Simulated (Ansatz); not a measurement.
**A decomposition energy, worked out: AlAs5**

Theory: DFT PBE, scalar-relativistic, plane waves, PAW in Ansatz. All cells share a 420 eV cutoff and Γ-centred k meshes spaced at most about 0.3 Å⁻¹ (about 0.25 or finer for metals, 2π included). No spin polarisation.

The zero of energy is the elements' standard structures at the same level; no fitted shifts are applied.

Temperature and zero-point effects are left out. The reference form of As is held partly by dispersion forces, which this level lacks.

A trial structure of AlAs5 (reached from: Mg5Sn type (P-62m); relaxed: space group P-62m (No. 189), a = 5.167 Å, c = 5.085 Å) has a formation energy of 0.334 eV/atom. It holds As–As units of three or more atoms (shortest 2.57 Å). At its composition the lowest mixture among the elements and 1 reference phase computed alike (others may be missing) consists of these:

```json
{"phase": "As (solid)", "source": "element", "ΔE_f (eV/atom)": "-0.001"}
{"phase": "AlAs (F-43m)", "source": "COD", "ΔE_f (eV/atom)": "-0.487"}
```

The lowest database cell of As (-0.001) lies slightly below the reference, hence the non-zero entry.

**Question.** Write the balanced decomposition and find its energy per atom, per formula unit and per mole of formula units.

**Answer.** Balancing Al and As gives AlAs5 → 4 As + AlAs. The left side holds 6 atoms, and the products take 4/6 (As) and 2/6 (AlAs) of them. The mixture therefore lies at 4/6 × (-0.001) + 2/6 × (-0.487) = -0.163 eV/atom. The reaction energy is -0.163 − (0.334) = -0.497 eV/atom. Times 6 atoms that is -2.982 eV per AlAs5, and times 96.485 it is -288 kJ per mole of AlAs5. Decomposition is downhill, so the trial structure is unstable against this mixture.
